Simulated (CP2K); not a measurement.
# InSe (R3m) in CP2K: a series of runs, part 2 of 2

CP2K 2026.2. The steps go on from the part before.

## 4. Band structure, LDA

inse_bands.inp

```
&GLOBAL
  PROJECT inse_bands
  RUN_TYPE ENERGY_FORCE
  PRINT_LEVEL LOW
&END GLOBAL
&FORCE_EVAL
  METHOD QS
  STRESS_TENSOR ANALYTICAL
  &DFT
    BASIS_SET_FILE_NAME BASIS_MOLOPT_UZH
    POTENTIAL_FILE_NAME GTH_POTENTIALS
    &MGRID
      CUTOFF 450
      REL_CUTOFF 60
      NGRIDS 4
    &END MGRID
    &QS
      METHOD GPW
      EPS_DEFAULT 1.0E-10
    &END QS
    &KPOINTS
      SCHEME MONKHORST-PACK 8 8 8
      GAMMA_CENTERED T
      SYMMETRY T
      SYMMETRY_BACKEND SPGLIB
    &END KPOINTS
    &SCF
      SCF_GUESS ATOMIC
      EPS_SCF 1.0E-6
      MAX_SCF 100
      ADDED_MOS 14
      CHOLESKY OFF
      EPS_EIGVAL 1.0E-7
      &DIAGONALIZATION ON
        ALGORITHM STANDARD
      &END DIAGONALIZATION
      &MIXING ON
        METHOD BROYDEN_MIXING
        ALPHA 0.4
        BETA 1.5
        NBUFFER 8
      &END MIXING
      &SMEAR ON
        METHOD FERMI_DIRAC
        ELECTRONIC_TEMPERATURE 1160.45
      &END SMEAR
    &END SCF
    &XC
      &XC_FUNCTIONAL
        &LDA_X
        &END LDA_X
        &LDA_C_PW
        &END LDA_C_PW
      &END XC_FUNCTIONAL
    &END XC
    &PRINT
      &KPOINTS ON
      &END KPOINTS
      &MULLIKEN ON
      &END MULLIKEN
      &MO ON
        ENERGIES T
        OCCUPATION_NUMBERS T
        &EACH
          QS_SCF 0
        &END EACH
        ADD_LAST NUMERIC
      &END MO
      &BAND_STRUCTURE
        FILE_NAME bands.bs
        ADDED_MOS 2
        &KPOINT_SET
          UNITS B_VECTOR
          NPOINTS 6
          SPECIAL_POINT GAMMA 0.00000000 0.00000000 0.00000000
          SPECIAL_POINT L 0.50000000 0.00000000 0.00000000
          SPECIAL_POINT B1 0.50000000 0.17914517 -0.17914517
        &END KPOINT_SET
        &KPOINT_SET
          UNITS B_VECTOR
          NPOINTS 6
          SPECIAL_POINT B 0.82085483 0.50000000 0.17914517
          SPECIAL_POINT Z 0.50000000 0.50000000 0.50000000
          SPECIAL_POINT GAMMA 0.00000000 0.00000000 0.00000000
          SPECIAL_POINT X 0.33957259 0.00000000 -0.33957259
        &END KPOINT_SET
        &KPOINT_SET
          UNITS B_VECTOR
          NPOINTS 6
          SPECIAL_POINT Q 0.66042741 0.33957259 0.00000000
          SPECIAL_POINT F 0.50000000 0.50000000 0.00000000
          SPECIAL_POINT P1 0.66042741 0.66042741 0.17914517
          SPECIAL_POINT Z 0.50000000 0.50000000 0.50000000
        &END KPOINT_SET
        &KPOINT_SET
          UNITS B_VECTOR
          NPOINTS 6
          SPECIAL_POINT L 0.50000000 0.00000000 0.00000000
          SPECIAL_POINT P 0.82085483 0.33957259 0.33957259
        &END KPOINT_SET
      &END BAND_STRUCTURE
    &END PRINT
  &END DFT
  &SUBSYS
    &CELL
      A 8.7502533297 0.0000000000 0.0000000000
      B 7.8359940850 3.8941147946 0.0000000000
      C 7.8359940850 1.8397326251 3.4321296453
      PERIODIC XYZ
    &END CELL
    &COORD
      SCALED
      In  0.8886000000 0.8886000000 0.8886000000
      In  0.0000000000 0.0000000000 0.0000000000
      Se  0.1719000000 0.1719000000 0.1719000000
      Se  0.3835000000 0.3835000000 0.3835000000
    &END COORD
    &KIND In
      BASIS_SET TZVP-MOLOPT-PBE-GTH-q13
      POTENTIAL GTH-PADE-q13
    &END KIND
    &KIND Se
      BASIS_SET TZVP-MOLOPT-PBE-GTH-q6
      POTENTIAL GTH-PADE-q6
    &END KIND
    &PRINT
      &ATOMIC_COORDINATES ON
      &END ATOMIC_COORDINATES
      &CELL ON
      &END CELL
    &END PRINT
  &END SUBSYS
  &PRINT
    &FORCES ON
    &END FORCES
    &STRESS_TENSOR ON
    &END STRESS_TENSOR
  &END PRINT
&END FORCE_EVAL
```

Potentials or basis: GTH_POTENTIALS In GTH-PADE-q13, Se GTH-PADE-q6; TZVP-MOLOPT-PBE-GTH basis.

Started as:

```console
> OMP_NUM_THREADS=2 cp2k.psmp -i inse_bands.inp -o inse_bands.out
```

inse_bands.out:

```text

 CP2K| version string:                                       CP2K version 2026.2
 CP2K| Input file name                                            inse_bands.inp

 GLOBAL| Force Environment number                                              1
 GLOBAL| Basis set file name                                    BASIS_MOLOPT_UZH
 GLOBAL| Potential file name                                      GTH_POTENTIALS
 GLOBAL| MM Potential file name                                     MM_POTENTIAL
 GLOBAL| Coordinate file name                                      __STD_INPUT__
 GLOBAL| Method name                                                        CP2K
 GLOBAL| Project name                                                 inse_bands
 GLOBAL| Run type                                                   ENERGY_FORCE
 GLOBAL| FFT library                                                       FFTW3
[... 5 lines left out ...]
 GLOBAL| Global print level                                                  LOW
 GLOBAL| Total number of message passing processes                             1
 GLOBAL| Number of threads for this process                                    2
 GLOBAL| CPU model name                                                  UNKNOWN

 CELL| Volume [angstrom^3]:                                           116.948071
 CELL| Vector a [angstrom]:       8.750     0.000     0.000   |a| =     8.750253
 CELL| Vector b [angstrom]:       7.836     3.894     0.000   |b| =     8.750253
 CELL| Vector c [angstrom]:       7.836     1.840     3.432   |c| =     8.750253
 CELL| Angle (b,c), alpha [degree]:                                    26.425182
 CELL| Angle (a,c), beta  [degree]:                                    26.425182
 CELL| Angle (a,b), gamma [degree]:                                    26.425182
 CELL| Numerically orthorhombic:                                              NO
 CELL| Periodicity                                                           XYZ

 CELL_REF| Volume [angstrom^3]:                                       116.948071
 CELL_REF| Vector a [angstrom     8.750     0.000     0.000   |a| =     8.750253
 CELL_REF| Vector b [angstrom     7.836     3.894     0.000   |b| =     8.750253
 CELL_REF| Vector c [angstrom     7.836     1.840     3.432   |c| =     8.750253
 CELL_REF| Angle (b,c), alpha [degree]:                                26.425182
 CELL_REF| Angle (a,c), beta  [degree]:                                26.425182
 CELL_REF| Angle (a,b), gamma [degree]:                                26.425182
 CELL_REF| Numerically orthorhombic:                                          NO
 CELL_REF| Periodicity                                                       XYZ
[... 10 lines left out ...]

[... 696 lines left out ...]
 !-----------------------------------------------------------------------------!
                     Mulliken Population Analysis

 #  Atom  Element  Kind  Atomic population                           Net charge
       1     In       1         13.263909                             -0.263909
       2     In       1         13.272668                             -0.272668
       3     Se       2          5.734366                              0.265634
       4     Se       2          5.729057                              0.270943
 # Total charge                             38.000000                  0.000000

 !-----------------------------------------------------------------------------!

 KPOINTS| Band Structure Calculation
 KPOINTS| Number of k-point sets                                               4
 KPOINTS| Number of added MOs/bands                                            2
 KPOINTS| Number of k-points in set    1                                      13
 KPOINTS| In units of b-vector [2pi/Bohr]
 KPOINTS| Special point     1       GAMMA     0.000000     0.000000     0.000000
 KPOINTS| Special point     2           L     0.500000     0.000000     0.000000
 KPOINTS| Special point     3          B1     0.500000     0.179145    -0.179145
 KPOINTS| Number of k-points in set    2                                      19
 KPOINTS| In units of b-vector [2pi/Bohr]
 KPOINTS| Special point     1           B     0.820855     0.500000     0.179145
 KPOINTS| Special point     2           Z     0.500000     0.500000     0.500000
 KPOINTS| Special point     3       GAMMA     0.000000     0.000000     0.000000
 KPOINTS| Special point     4           X     0.339573     0.000000    -0.339573
 KPOINTS| Number of k-points in set    3                                      19
 KPOINTS| In units of b-vector [2pi/Bohr]
 KPOINTS| Special point     1           Q     0.660427     0.339573     0.000000
 KPOINTS| Special point     2           F     0.500000     0.500000     0.000000
 KPOINTS| Special point     3          P1     0.660427     0.660427     0.179145
 KPOINTS| Special point     4           Z     0.500000     0.500000     0.500000
 KPOINTS| Number of k-points in set    4                                       7
 KPOINTS| In units of b-vector [2pi/Bohr]
 KPOINTS| Special point     1           L     0.500000     0.000000     0.000000
 KPOINTS| Special point     2           P     0.820855     0.339573     0.339573

 ENERGY| Total FORCE_EVAL ( QS ) energy [hartree]           -131.812120074744030

 FORCES| Atomic forces [hartree/bohr]
 FORCES|   Atom     x               y               z               |f|
 FORCES|      1  5.77690368E-03  1.35630611E-03  8.11845450E-04   5.98926335E-03
 FORCES|      2 -5.41238316E-03 -1.27071701E-03 -7.60612352E-04   5.61134069E-03
 FORCES|      3  6.48056321E-05  1.52151352E-05  9.10745320E-06   6.71879155E-05
 FORCES|      4 -4.30797178E-04 -1.01149607E-04 -6.05472795E-05   4.46635673E-04
 FORCES| Sum    -1.47102536E-06 -3.45367265E-07 -2.06727869E-07
 FORCES| Total atomic force                                       1.52510018E-06

 STRESS| Analytical stress tensor [bar]
 STRESS|                        x                   y                   z
 STRESS|      x       -1.84313014238E+04  -2.79658163294E+03  -1.67392133128E+03
 STRESS|      y       -2.79658163294E+03  -7.17639165483E+03  -3.93088343518E+02
 STRESS|      z       -1.67392133128E+03  -3.93088343518E+02  -6.75515997636E+03
 STRESS| 1/3 Trace                                            -1.07876176850E+04
 STRESS| Determinant                                          -8.21399375421E+11

 STRESS| Eigenvectors and eigenvalues of the analytical stress tensor [bar]
 STRESS|                        1                   2                   3
 STRESS| Eigenvalues  -1.93231266325E+04  -6.51996093118E+03  -6.51976549127E+03
 STRESS|      x           0.964543246441     -0.224902286760     -0.138113312738
 STRESS|      y           0.226456494462      0.436478682410      0.870748997081
 STRESS|      z           0.135549923870      0.871151721121     -0.471933148790
```

bands.bs:

```text
# Set 1: 3 special points, 13 k-points, 35 bands
#  Special point 1          0.00000000     0.00000000     0.00000000  GAMMA
#  Special point 2          0.50000000     0.00000000     0.00000000  L
#  Special point 3          0.50000000     0.17914517    -0.17914517  B1
#  Point 1      Spin 1:     0.00000000     0.00000000     0.00000000       0.07692308
#   Band    Energy [eV]     Occupation
       1   -10.93628950     2.00000000
       2   -10.75654661     2.00000000
[... 1190 lines left out ...]
#  Point 1      Spin 1:     0.66042741     0.33957259     0.00000000       0.05263158
#   Band    Energy [eV]     Occupation
       1   -11.10407084     2.00000000
       2   -11.02055438     2.00000000
       3   -10.86325510     2.00000000
       4   -10.77589799     2.00000000
       5   -10.64901820     2.00000000
       6   -10.61330254     2.00000000
[... 272 lines left out ...]
      20     4.88342636     0.00000000
      21     5.74504160     0.000000
```

Wall time 2.1 min (2 threads of Arm Neoverse V2, shared host); peak memory 1.4 GiB.

Results:

| Item | Value |
| --- | --- |
| Free energy | -3586.7902 eV |
| Pressure | -1.1 GPa |
| Largest force | 0.308 eV/Å |
| Band gap on the k mesh | 0.20 eV, direct |
| Band gap along the path | 0.20 eV, direct |
| Mulliken charges | In -0.26, -0.27; Se +0.27 e |

Forces on the atoms (eV/Å):
```
In   0.297  0.070  0.042
In  -0.278 -0.065 -0.039
Se   0.003  0.001  0.000
Se  -0.022 -0.005 -0.003
```

Levels at the corners of the path, in eV from the valence-band top:
| point | band 16 | band 17 | band 18 | band 19 | band 20 | band 21 | band 22 | band 23 |
| --- | --- | --- | --- | --- | --- | --- | --- | --- |
| Γ | -1.31 | -1.31 | -1.22 | -1.22 | 1.56 | 1.90 | 4.33 | 4.33 |
| L | -2.42 | -2.36 | -2.26 | -1.71 | 1.10 | 1.84 | 3.54 | 3.90 |
| B1 | -3.73 | -2.55 | -2.26 | -1.79 | 1.68 | 2.32 | 3.34 | 4.37 |
| B | -3.73 | -2.55 | -2.26 | -1.79 | 1.68 | 2.32 | 3.34 | 4.37 |
| Z | -1.38 | -1.14 | -1.14 | 0.00 | 0.20 | 1.99 | 4.25 | 4.25 |
| Γ | -1.31 | -1.31 | -1.22 | -1.22 | 1.56 | 1.90 | 4.33 | 4.33 |
| X | -3.74 | -2.59 | -2.24 | -1.76 | 1.74 | 2.22 | 3.37 | 4.34 |
| Q | -3.74 | -2.59 | -2.24 | -1.76 | 1.74 | 2.22 | 3.37 | 4.34 |
| F | -2.68 | -2.53 | -2.07 | -1.54 | 1.02 | 1.89 | 3.20 | 3.55 |
| P1 | -2.61 | -2.50 | -2.10 | -1.67 | 1.25 | 1.72 | 3.27 | 3.71 |
| Z | -1.38 | -1.14 | -1.14 | 0.00 | 0.20 | 1.99 | 4.25 | 4.25 |
| L | -2.42 | -2.36 | -2.26 | -1.71 | 1.10 | 1.84 | 3.54 | 3.90 |
| P | -2.61 | -2.50 | -2.10 | -1.67 | 1.25 | 1.72 | 3.27 | 3.71 |

Caveat: Mulliken charges move with the basis; spin-orbit coupling is left out, which moves the levels of the heavy elements; the basis of atomic orbitals isn't converged, which shifts pressures, moduli and gaps.

## 5. Band structure, PBEsol

Changes to inse_bands.inp since step 4:

```diff
@@ -10,3 +10,3 @@
     BASIS_SET_FILE_NAME BASIS_MOLOPT_UZH
-    POTENTIAL_FILE_NAME GTH_POTENTIALS
+    POTENTIAL_FILE_NAME POTENTIAL_UZH
     &MGRID
@@ -14,3 +14,3 @@
       REL_CUTOFF 60
-      NGRIDS 4
+      NGRIDS 5
     &END MGRID
@@ -18,3 +18,3 @@
       METHOD GPW
-      EPS_DEFAULT 1.0E-10
+      EPS_DEFAULT 1.0E-9
     &END QS
@@ -44,3 +44,3 @@
         METHOD FERMI_DIRAC
-        ELECTRONIC_TEMPERATURE 1160.45
+        ELECTRONIC_TEMPERATURE [K] 580.226
       &END SMEAR
@@ -49,6 +49,6 @@
       &XC_FUNCTIONAL
-        &LDA_X
-        &END LDA_X
-        &LDA_C_PW
-        &END LDA_C_PW
+        &GGA_X_PBE_SOL
+        &END GGA_X_PBE_SOL
+        &GGA_C_PBE_SOL
+        &END GGA_C_PBE_SOL
       &END XC_FUNCTIONAL
@@ -70,6 +70,6 @@
         FILE_NAME bands.bs
-        ADDED_MOS 2
+        ADDED_MOS 4
         &KPOINT_SET
           UNITS B_VECTOR
-          NPOINTS 6
+          NPOINTS 8
           SPECIAL_POINT GAMMA 0.00000000 0.00000000 0.00000000
@@ -80,3 +80,3 @@
           UNITS B_VECTOR
-          NPOINTS 6
+          NPOINTS 8
           SPECIAL_POINT B 0.82085483 0.50000000 0.17914517
@@ -88,3 +88,3 @@
           UNITS B_VECTOR
-          NPOINTS 6
+          NPOINTS 8
           SPECIAL_POINT Q 0.66042741 0.33957259 0.00000000
@@ -96,3 +96,3 @@
           UNITS B_VECTOR
-          NPOINTS 6
+          NPOINTS 8
           SPECIAL_POINT L 0.50000000 0.00000000 0.00000000
@@ -111,7 +111,6 @@
     &COORD
-      SCALED
-      In  0.8886000000 0.8886000000 0.8886000000
+      In  21.7016037966 5.0950968171 3.0497904028
       In  0.0000000000 0.0000000000 0.0000000000
-      Se  0.1719000000 0.1719000000 0.1719000000
-      Se  0.3835000000 0.3835000000 0.3835000000
+      Se  4.1981833138 0.9856483714 0.5899830860
+      Se  9.3659296151 2.1989304855 1.3162217190
     &END COORD
@@ -119,3 +118,3 @@
       BASIS_SET TZVP-MOLOPT-PBE-GTH-q13
-      POTENTIAL GTH-PADE-q13
+      POTENTIAL GTH-PBE-q13
     &END KIND
@@ -123,3 +122,3 @@
       BASIS_SET TZVP-MOLOPT-PBE-GTH-q6
-      POTENTIAL GTH-PADE-q6
+      POTENTIAL GTH-PBE-q6
     &END KIND
```

Potentials or basis: POTENTIAL_UZH In GTH-PBE-q13, Se GTH-PBE-q6; TZVP-MOLOPT-PBE-GTH basis.

Started as:

```console
> OMP_NUM_THREADS=2 cp2k.psmp -i inse_bands.inp -o inse_bands.out
```

Wall time 1.7 min (2 threads of Arm Neoverse V2, shared host); peak memory 1.4 GiB.

Results (log left out):

| Item | Value |
| --- | --- |
| Free energy | -3573.8211 eV |
| Pressure | 1.1 GPa |
| Largest force | 0.466 eV/Å |
| Band gap on the k mesh | 0.29 eV, direct |
| Band gap along the path | 0.29 eV, direct |
| Mulliken charges | In -0.01, -0.03; Se +0.01, +0.03 e |

Forces on the atoms (eV/Å):
```
In   0.449  0.106  0.063
In  -0.432 -0.101 -0.061
Se  -0.263 -0.062 -0.037
Se   0.247  0.058  0.035
```

Stress tensor (GPa, compression positive):
```
 0.42 -0.26 -0.16
-0.26  1.48 -0.04
-0.16 -0.04  1.52
```

Levels at the corners of the path, in eV from the valence-band top:
| point | band 16 | band 17 | band 18 | band 19 | band 20 | band 21 | band 22 | band 23 |
| --- | --- | --- | --- | --- | --- | --- | --- | --- |
| Γ | -1.32 | -1.32 | -1.23 | -1.23 | 1.61 | 1.93 | 4.33 | 4.33 |
| L | -2.43 | -2.38 | -2.28 | -1.71 | 1.10 | 1.88 | 3.54 | 3.88 |
| B1 | -3.76 | -2.57 | -2.28 | -1.79 | 1.66 | 2.39 | 3.33 | 4.37 |
| B | -3.76 | -2.57 | -2.28 | -1.79 | 1.66 | 2.39 | 3.33 | 4.37 |
| Z | -1.39 | -1.15 | -1.15 | 0.00 | 0.29 | 2.01 | 4.25 | 4.25 |
| Γ | -1.32 | -1.32 | -1.23 | -1.23 | 1.61 | 1.93 | 4.33 | 4.33 |
| X | -3.78 | -2.61 | -2.26 | -1.76 | 1.71 | 2.29 | 3.36 | 4.33 |
| Q | -3.78 | -2.61 | -2.26 | -1.76 | 1.71 | 2.29 | 3.36 | 4.33 |
| F | -2.70 | -2.55 | -2.09 | -1.54 | 1.07 | 1.89 | 3.18 | 3.51 |
| P1 | -2.63 | -2.52 | -2.12 | -1.68 | 1.30 | 1.72 | 3.25 | 3.68 |
| Z | -1.39 | -1.15 | -1.15 | 0.00 | 0.29 | 2.01 | 4.25 | 4.25 |
| L | -2.43 | -2.38 | -2.28 | -1.71 | 1.10 | 1.88 | 3.54 | 3.88 |
| P | -2.63 | -2.52 | -2.12 | -1.68 | 1.30 | 1.72 | 3.25 | 3.68 |

Caveat: Mulliken charges move with the basis; the potentials were made for another functional, which shifts forces and pressure; spin-orbit coupling is left out, which moves the levels of the heavy elements; the basis of atomic orbitals isn't converged, which shifts pressures, moduli and gaps.

## 6. Overview

| level | potentials or basis | spin | smearing | EPS_DEFAULT | k points reduced by the point group | NGRIDS | points a segment of the path (NPOINTS) | bands added on the path | gap on the mesh (eV) | pressure (GPa) | largest force (eV/Å) |
| --- | --- | --- | --- | --- | --- | --- | --- | --- | --- | --- | --- |
| PBE | POTENTIAL_UZH In GTH-PBE-q13, Se GTH-PBE-q6; TZVP-MOLOPT-PBE-GTH basis | off | fermi-dirac 0.05 eV | 1.0E-9 | yes | 5 | 8 | 4 | 0.42 | 3.3 | 0.45 |
| PBE | GTH_SOC_POTENTIALS In GTH-PBE-q13, Se GTH-PBE-q6; TZVP-MOLOPT-PBE-GTH basis | SOC, no magnetisation | fermi-dirac 0.1 eV | 1.0E-9 | - | 5 | 10 | 2 | - | 3.2 | 0.45 |
| LDA | GTH_POTENTIALS In GTH-PADE-q13, Se GTH-PADE-q6; TZVP-MOLOPT-PBE-GTH basis | off | fermi-dirac 0.1 eV | 1.0E-10 | yes | 4 | 6 | 2 | 0.20 | -1.1 | 0.31 |
| PBEsol | POTENTIAL_UZH In GTH-PBE-q13, Se GTH-PBE-q6; TZVP-MOLOPT-PBE-GTH basis | off | fermi-dirac 0.05 eV | 1.0E-9 | yes | 5 | 8 | 4 | 0.29 | 1.1 | 0.47 |

Alike in all rows: task band structure; cell as given; k mesh 8 × 8 × 8.

Caveats: the basis of atomic orbitals isn't converged, which shifts pressures, moduli and gaps; spin-orbit coupling is left out, which moves the levels of the heavy elements (some runs); the potentials were made for another functional, which shifts forces and pressure (some runs).

Absolute energies hang on the potentials; compare differences alone.

## 7. Comparison with measurements

Step 2. Measured gap of InSe: 1.25 eV (300 K; “The Interaction of Hydrogen with the van der Waals Crystal γ-InSe”, 2020, pmc:7321205). This calculation gives 0.42 eV (-0.83 eV). Spin-orbit coupling on In, Se is left out. The value is that of PBE in an atomic basis (POTENTIAL_UZH In GTH-PBE-q13, Se GTH-PBE-q6; TZVP-MOLOPT-PBE-GTH basis), whose error adds to the functional's,, without temperature or zero-point motion. Semilocal functionals fall short of measured gaps as a rule.

Step 3. Against the measured gap of InSe, 1.25 eV (300 K; “The Interaction of Hydrogen with the van der Waals Crystal γ-InSe”, 2020, pmc:7321205), the calculated 0.65 eV is off by -0.60 eV. The value is that of PBE in an atomic basis (GTH_SOC_POTENTIALS In GTH-PBE-q13, Se GTH-PBE-q6; TZVP-MOLOPT-PBE-GTH basis), whose error adds to the functional's,, without temperature or zero-point motion. Semilocal functionals fall short of measured gaps as a rule.

Step 4. Against the measured gap of InSe, 1.25 eV (300 K; “The Interaction of Hydrogen with the van der Waals Crystal γ-InSe”, 2020, pmc:7321205), the calculated 0.20 eV is off by -1.05 eV. So large a miss can be the level of theory's own, or it may mean another phase, state or a wrong row. Spin-orbit coupling on In, Se is left out. The value is that of LDA in an atomic basis (GTH_POTENTIALS In GTH-PADE-q13, Se GTH-PADE-q6; TZVP-MOLOPT-PBE-GTH basis), whose error adds to the functional's,, without temperature or zero-point motion. Semilocal functionals fall short of measured gaps as a rule.

Step 5. A measured gap of InSe is 1.25 eV (300 K; “The Interaction of Hydrogen with the van der Waals Crystal γ-InSe”, 2020, pmc:7321205); the calculated 0.29 eV misses it by -0.96 eV. Spin-orbit coupling on In, Se is left out. The value is that of PBEsol in an atomic basis (POTENTIAL_UZH In GTH-PBE-q13, Se GTH-PBE-q6; TZVP-MOLOPT-PBE-GTH basis), whose error adds to the functional's,, without temperature or zero-point motion. Semilocal functionals fall short of measured gaps as a rule.
